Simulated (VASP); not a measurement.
# Li (Im-3m) in VASP: a series of runs

The runs below take Li through single point, relaxation of the atoms, with PBE.

All numbers are computed with VASP 6.6.1; they aren't measurements. Logs are shortened: lines on timing, memory, paths and dates and some standing lists are left out, and cuts for length are marked.

### Step 1. Starting point

The structure is cubic, space group Im-3m (No. 229). Conventional cell: a = 3.434 Å, b = 3.434 Å, c = 3.434 Å, α = 90.00°, β = 90.00°, γ = 90.00°. Around Li (site symmetry m-3m) lie 8 Li at 2.97 Å.

The cell was built by a generator and needn't be a form met in nature.

### Step 2. Single point, PBE

INCAR

```
SYSTEM = Li
PREC = Accurate
ENCUT = 520
EDIFF = 1E-6
ISMEAR = 1
SIGMA = 0.1
LREAL = .FALSE.
LASPH = .TRUE.
NELM = 100
ALGO = Normal
ISIF = 2
LWAVE = .FALSE.
LCHARG = .FALSE.
GGA = PE
NBANDS = 10
```

KPOINTS

```
regular mesh
0
G
  20 20 20
  0 0 0
```

POSCAR

```
Li
1.0
    3.4336062743      0.0000000000      0.0000000000
    0.0000000000      3.4336062743      0.0000000000
    0.0000000000      0.0000000000      3.4336062743
Li
2
Direct
    0.0000000000      0.0000000000      0.0000000000
    0.5000000000      0.5000000000      0.5000000000
```

Potentials or basis: VASP PAW PBE potentials, release 64 (Li_sv).

Run with:

```sh
cat potpaw_PBE.64/Li_sv/POTCAR > POTCAR
mpirun -np 1 vasp_std > vasp.out
```

OUTCAR:

```text
SYSTEM = Li
   PREC = Accurate
   ENCUT = 520
   EDIFF = 1E-6
   ISMEAR = 1
   LREAL = .FALSE.
   LASPH = .TRUE.
   NELM = 100
   ISIF = 2
   GGA = PE

 ion  position               nearest neighbor table
   1  0.000  0.000  0.000-
   2  0.500  0.500  0.500-

  LATTYP: Found a simple cubic cell.
 ALAT       =     3.4336062743

  Lattice vectors:

 A1 = (   3.4336062743,   0.0000000000,   0.0000000000)
 A2 = (   0.0000000000,   3.4336062743,   0.0000000000)
 A3 = (   0.0000000000,   0.0000000000,   3.4336062743)

Analysis of symmetry for initial positions (statically):
=====================================================================
 Subroutine PRICEL returns following result:

  LATTYP: Found a body centered cubic cell.
 ALAT       =     3.4336062743

  Lattice vectors:

 A1 = (   1.7168031372,   1.7168031372,  -1.7168031371)
 A2 = (  -1.7168031372,   1.7168031371,   1.7168031371)
 A3 = (   1.7168031372,  -1.7168031371,   1.7168031372)

   2 primitive cells build up your supercell.

 Routine SETGRP: Setting up the symmetry group for a
 simple cubic supercell.

 Subroutine GETGRP returns: Found 48 space group operations
 (whereof 48 operations were pure point group operations)
 out of a pool of 48 trial point group operations.

The static configuration has the point symmetry O_h .

Analysis of symmetry for dynamics (positions and initial velocities):
=====================================================================
 Subroutine PRICEL returns following result:

  LATTYP: Found a body centered cubic cell.
 ALAT       =     3.4336062743

  Lattice vectors:

 A1 = (   1.7168031372,   1.7168031372,  -1.7168031371)
 A2 = (  -1.7168031372,   1.7168031371,   1.7168031371)
 A3 = (   1.7168031372,  -1.7168031371,   1.7168031372)

   2 primitive cells build up your supercell.

 Routine SETGRP: Setting up the symmetry group for a
 simple cubic supercell.

 Subroutine GETGRP returns: Found 48 space group operations
 (whereof 48 operations were pure point group operations)
 out of a pool of 48 trial point group operations.

The dynamic configuration has the point symmetry O_h .

 Subroutine INISYM returns: Found 48 space group operations
 (whereof 48 operations are pure point group operations),
 and found     2 'primitive' translations

----------------------------------------------------------------------------------------

                                     Primitive cell

  volume of cell :      20.2405

  direct lattice vectors                    reciprocal lattice vectors
     1.716803137  1.716803137 -1.716803137     0.291238983  0.291238983  0.000000000
    -1.716803137  1.716803137  1.716803137    -0.000000000  0.291238983  0.291238983
     1.716803137 -1.716803137  1.716803137     0.291238983  0.000000000  0.291238983

  length of vectors
     2.973590260  2.973590260  2.973590260     0.411874120  0.411874120  0.411874120

  position of ions in fractional coordinates (direct lattice)
     0.000000000  0.000000000  0.000000000

  ion indices of the primitive-cell ions
   primitive index   ion index
                 1           1

----------------------------------------------------------------------------------------

 KPOINTS: regular mesh

Automatic generation of k-mesh.
 Grid dimensions read from file:
 generate k-points for:   20   20   20

 Generating k-lattice:

  Cartesian coordinates                     Fractional coordinates (reciprocal lattice)
     0.014561949  0.000000000  0.000000000     0.050000000  0.000000000  0.000000000
     0.000000000  0.014561949  0.000000000     0.000000000  0.050000000  0.000000000
     0.000000000  0.000000000  0.014561949     0.000000000  0.000000000  0.050000000

  Length of vectors
     0.014561949  0.014561949  0.014561949

  Shift w.r.t. Gamma in fractional coordinates (k-lattice)
     0.000000000  0.000000000  0.000000000

 Subroutine IBZKPT returns following result:
 ===========================================

 Found    286 irreducible k-points:

 Following reciprocal coordinates:
            Coordinates               Weight
  0.000000  0.000000  0.000000      1.000000
  0.050000  0.000000  0.000000      6.000000
  0.100000  0.000000  0.000000      6.000000
  0.150000  0.000000  0.000000      6.000000
  0.200000  0.000000  0.000000      6.000000
  0.250000  0.000000  0.000000      6.000000
[... 16 lines left out ...]
  0.150000  0.100000  0.000000     24.000000
  0.200000  0.100000  0.000000     24.000000
 [... further k-points ...]
   k-points           NKPTS =    286   k-points in BZ     NKDIM =    286   number of bands    NBANDS=     10
   number of dos      NEDOS =    301   number of ions     NIONS =      2
   total plane-waves  NPLWV =  21952
   dimension x,y,z NGX =    28 NGY =   28 NGZ =   28
   dimension x,y,z NGXF=    56 NGYF=   56 NGZF=   56
   ions per type =               2
   NGX,Y,Z   is equivalent  to a cutoff of  13.56, 13.56, 13.56 a.u.
   NGXF,Y,Z  is equivalent  to a cutoff of  27.11, 27.11, 27.11 a.u.
 SYSTEM =  Li
   PREC   = accura    normal or accurate (medium, high low for compatibility)
   ISTART =      0    job   : 0-new  1-cont  2-samecut
   ICHARG =      2    charge: 1-file 2-atom 10-const
   ISPIN  =      1    spin polarized calculation?
   LNONCOLLINEAR =      F non collinear calculations
   LSORBIT =      F    spin-orbit coupling
   LASPH  =      T    aspherical Exc in radial PAW
   ENCUT  =  520.0 eV  38.22 Ry    6.18 a.u.   6.38  6.38  6.38*2*pi/ulx,y,z
   NELM   =    100;   NELMIN=  2; NELMDL= -5     # of ELM steps
   EDIFF  = 0.1E-05   stopping-criterion for ELM
   LREAL  =      F    real-space projection
   EDIFFG = 0.1E-04   stopping-criterion for IOM
   NSW    =      0    number of steps for IOM
   IBRION =     -1    ionic relax: 0-MD 1-quasi-New 2-CG
   NFREE  =      0    steps in history (QN), initial steepest desc. (CG)
   ISIF   =      2    stress and relaxation
   ISYM   =      2    0-nonsym 1-usesym 2-fastsym
   POTIM  = 0.5000    time-step for ionic-motion
   TEBEG  =    0.0;   TEEND  =   0.0 temperature during run
   PSTRESS=    0.0 pullay stress
   NELECT =       6.0000    total number of electrons
   NUPDOWN=      -1.0000    fix difference up-down
   EMIN   =  10.00;   EMAX   =-10.00  energy-range for DOS
   EFERMI =   0.00;   METHOD = LEGACY
   ISMEAR =     1;   SIGMA  =   0.10  broadening in eV -4-tet -1-fermi 0-gaus
   EFERMI_NEDOS =   21; number of points for ismear=-14 and -15
   IALGO  =     38    algorithm
   IMIX   =      4    mixing-type and parameters
     AMIX     =   0.40;   BMIX     =  1.00
     AMIX_MAG =   1.60;   BMIX_MAG =  1.00
  volume/ion in A,a.u.               =      20.24       136.59
  Fermi-wavevector in a.u.,A,eV,Ry     =   0.866379  1.637220 10.212712  0.750613
  Thomas-Fermi vector in A             =   1.984760
   LORBIT       =      0    0 simple, 1 ext, 2 COOP (PROOUT), +10 PAW based schemes
   GGA     = PE    functional components
   LHFCALC =     F    Hartree Fock is set to
   AEXX    =    0.0000 exact exchange contribution
   IVDW    =     0    specifies the selected vdW correction
   LEPSILON=     F    determine dielectric tensor
   LRPA    =     F    only Hartree local field effects (RPA)
 non-spin polarized calculation
 Methfessel and Paxton  Order N= 1 SIGMA  =   0.10
  energy-cutoff  :      520.00
  volume of cell :       40.48
 maximum number of plane-waves:      1112
 NGX is ok and might be reduce to    28

 number of electron       6.0000000 magnetization

 Free energy of the ion-electron system (eV)
  ---------------------------------------------------
  ext. energy  EPLUGINS =         0.00000000
  ---------------------------------------------------
  free energy    TOTEN  =        -3.80834591 eV

  energy without entropy =       -3.80786456  energy(sigma->0) =       -3.80818546

 E-fermi :   0.6513     XC(G=0):  -7.0477

 val. band max:        0.6511476912   @ k =   0.5000   0.4000   0.0000
 cond. band min:       0.6649645263   @ k =   0.4500   0.3000   0.0000
 fundamental gap:      0.0138168352
 Fermi energy:         0.6512661878

 k-point     1 :       0.0000    0.0000    0.0000
  band No.  band energies     occupation
      1     -45.8967      2.00000
      2     -45.8635      2.00000
      3      -2.9330      2.00000
      4       6.1555      0.00000
      5       6.1555      0.00000
      6       6.1555      0.00000
      7       8.4094      0.00000
      8       8.4094      0.00000
      9      14.2514      0.00000
     10      15.2496      0.00000

 k-point     2 :       0.0500    0.0000    0.0000
  band No.  band energies     occupation
      1     -45.8964      2.00000
      2     -45.8638      2.00000
      3      -2.9093      2.00000
      4       5.7699      0.00000
      5       6.1861      0.00000
      6       6.1861      0.00000
      7       8.4412      0.00000
      8       8.8393      0.00000
      9      14.3093      0.00000
     10      15.1154      0.00000

 k-point     3 :       0.1000    0.0000    0.0000
  band No.  band energies     occupation
      1     -45.8957      2.00000
      2     -45.8644      2.00000
      3      -2.8381      2.00000
      4       5.0079      0.00000
      5       6.2780      0.00000
      6       6.2780      0.00000
      7       8.5368      0.00000
      8       9.7268      0.00000
      9      14.5481      0.00000
     10      14.7278      0.00000

 k-point     4 :       0.1500    0.0000    0.0000
  band No.  band energies     occupation
      1     -45.8946      2.00000
      2     -45.8652      2.00000
      3      -2.7196      2.00000
      4       4.1808      0.00000
      5       6.4310      0.00000
      6       6.4310      0.00000
      7       8.6962      0.00000
      8      10.7318      0.00000
      9      14.1439      0.00000
     10      14.1450      0.00000
[... 222 lines left out ...]
 k-point    22 :       0.1000    0.1000    0.0000
  band No.  band energies     occupation
      1     -45.8948      2.00000
      2     -45.8650      2.00000
      3      -2.7435      2.00000
      4       4.7621      0.00000
      5       5.5762      0.00000
      6       6.4003      0.00000
      7       9.3331      0.00000
      8      10.3045      0.00000
      9      13.9597      0.00000
     10      14.4073      0.00000

 k-point    23 :       0.1500    0.1000    0.0000
  band No.  band energies     occupation
      1     -45.8937      2.00000
      2     -45.8658      2.00000
      3      -2.6251      2.00000
      4       4.1361      0.00000
      5       5.5523      0.00000
      6       6.5529      0.00000
      7       9.6336      0.00000
      8      11.1539      0.00000
      9      13.2686      0.00000
     10      13.9818      0.00000

 k-point    24 :       0.2000    0.1000    0.0000
  band No.  band energies     occupation
      1     -45.8922      2.00000
      2     -45.8669      2.00000
      3      -2.4588      2.00000
      4       3.3865      0.00000
      5       5.7178      0.00000
      6       6.7664      0.00000
      7       9.8967      0.00000
      8      12.0764      0.00000
      9      12.5027      0.00000
     10      13.3924      0.00000

 [... further k-points ...]
[... 5 lines left out ...]
  --------------------------------------------------------------------------------------
  -------------------------------------------------------------------------------------
  Total       -0.0135315     -0.0135315     -0.0135315      0.0000000      0.0000000      0.0000000
  in kB       -0.5355557     -0.5355557     -0.5355557      0.0000000      0.0000000      0.0000000
  external PRESSURE =      -0.5355557 kB  Pullay stress =       0.0000000 kB

 VOLUME and BASIS-vectors are now :
 -----------------------------------------------------------------------------
  energy-cutoff  :      520.00
  volume of cell :       40.48
      direct lattice vectors                 reciprocal lattice vectors
     3.433606274  0.000000000  0.000000000     0.291238983  0.000000000  0.000000000
     0.000000000  3.433606274  0.000000000     0.000000000  0.291238983  0.000000000
     0.000000000  0.000000000  3.433606274     0.000000000  0.000000000  0.291238983

 POSITION                                       TOTAL-FORCE (eV/Angst)
 -----------------------------------------------------------------------------------
      0.00000      0.00000      0.00000        -0.000000      0.000000     -0.000000
      1.71680      1.71680      1.71680         0.000000     -0.000000      0.000000
 -----------------------------------------------------------------------------------
    total drift:                                0.000000      0.000000      0.000000

  FREE ENERGIE OF THE ION-ELECTRON SYSTEM (eV)
  ---------------------------------------------------
  free  energy   TOTEN  =        -3.8083459111 eV

  energy  without entropy=       -3.8078645574  energy(sigma->0) =       -3.80818546
```

It took 66 s on 1 thread of AMD EPYC 7R13 (Zen 3), shared host; peak memory 0.17 GiB.

What came out:

| Property | Result |
| --- | --- |
| Free energy | -3.8083 eV |
| Band gap on the k mesh | none (metal or under the smearing width) |

Levels at points of the mesh, in eV from the Fermi level:
| k point | band 1 | band 2 | band 3 | band 4 | band 5 | band 6 | band 7 | band 8 |
| --- | --- | --- | --- | --- | --- | --- | --- | --- |
| (0.00, 0.00, 0.00) | -46.55 | -46.51 | -3.58 | 5.50 | 5.50 | 5.50 | 7.76 | 7.76 |
| (0.50, 0.00, 0.00) | -46.53 | -46.53 | -1.17 | -1.17 | 8.53 | 8.53 | 8.53 | 8.53 |
| (0.50, 0.50, 0.00) | -46.53 | -46.53 | 0.22 | 0.22 | 3.24 | 3.24 | 10.35 | 10.35 |
| (0.50, 0.50, 0.50) | -46.53 | -46.53 | 3.36 | 3.36 | 3.36 | 3.36 | 3.36 | 3.36 |

Caveat: the cutoff is under 1.25 times the usual one of these potentials, so pressure, stress and relaxed cells hold a basis-set (Pulay) error.

### Step 3. Single point, PBE

This run uses another cell than the first one: it holds 15 atoms, not 2.

INCAR

```
SYSTEM = Li
ALGO = Normal
EDIFF = 1E-6
ENCUT = 520
GGA = PE
ISIF = 2
ISMEAR = 1
LASPH = .True.
LCHARG = .False.
LREAL = Auto
LWAVE = .False.
NBANDS = 36
NELM = 60
PREC = Accurate
SIGMA = 0.1
```

KPOINTS

```
k-points
0
Gamma
  2 2 2
  0 0 0
```

POSCAR

```
Li
1.0
    6.8672125486      0.0000000000      0.0000000000
    0.0000000000      6.8672125486      0.0000000000
    0.0000000000      0.0000000000      6.8672125486
Li
15
Direct
    0.0098654303      0.0098654303      0.4901345697
    0.0098654303      0.4901345697      0.0098654303
    0.0098654303      0.4901345697      0.4901345697
    0.4901345697      0.0098654303      0.0098654303
    0.4901345697      0.0098654303      0.4901345697
    0.4901345697      0.4901345697      0.0098654303
    0.4901345697      0.4901345697      0.4901345697
    0.0098654303      0.0098654303      0.0098654303
    0.2500000000      0.2500000000      0.7500000000
    0.2500000000      0.7500000000      0.2500000000
    0.2500000000      0.7500000000      0.7500000000
    0.7500000000      0.2500000000      0.2500000000
    0.7500000000      0.2500000000      0.7500000000
    0.7500000000      0.7500000000      0.2500000000
    0.7500000000      0.7500000000      0.7500000000
```

Potentials or basis: VASP PAW PBE potentials, release 64 (Li_sv).

Run with:

```sh
cat potpaw_PBE.64/Li_sv/POTCAR > POTCAR
mpirun -np 1 vasp_std > vasp.out
```

It took 2.4 min on 1 thread of AMD EPYC 7R13 (Zen 3), shared host; peak memory 0.32 GiB.

It converged, with:

```yaml
Free_energy: -27.4699 eV
Band_gap_on_the_k_mesh: none (metal or under the smearing width)
```

Forces in eV/Å, atoms in the order of the input:
```
Li   0.002  0.002 -0.002
Li   0.002 -0.002  0.002
Li   0.002 -0.002 -0.002
Li  -0.002  0.002  0.002
Li  -0.002  0.002 -0.002
Li  -0.002 -0.002  0.002
Li  -0.002 -0.002 -0.002
Li   0.002  0.002  0.002
Li   0.000  0.000  0.000
Li   0.000  0.000  0.000
Li   0.000  0.000  0.000
Li   0.000  0.000  0.000
Li   0.000  0.000  0.000
Li   0.000  0.000  0.000
Li   0.000  0.000  0.000
```

Levels at points of the mesh, in eV from the Fermi level:
```csv
k point,band 18,band 19,band 20,band 21,band 22,band 23,band 24,band 25,band 26,band 27
"(0.00, 0.00, 0.00)",-1.12,-0.99,-0.99,-0.99,-0.79,0.25,0.25,0.25,0.71,0.71
"(0.50, 0.00, 0.00)",-0.64,-0.58,-0.58,-0.56,-0.33,-0.33,-0.33,-0.33,1.16,1.16
"(0.50, 0.50, 0.00)",-2.27,-2.11,-0.01,-0.01,0.08,0.11,0.13,0.15,0.15,0.63
"(0.50, 0.50, 0.50)",-1.73,-1.67,-1.62,-1.62,-1.62,-1.33,2.53,2.53,2.56,2.56
```

Caveat: the k mesh is coarse (spacing up to 0.46 Å⁻¹), so the values aren't converged; the cutoff is under 1.25 times the usual one of these potentials, so pressure, stress and relaxed cells hold a basis-set (Pulay) error.

(Part 1 of 2 ends here.)
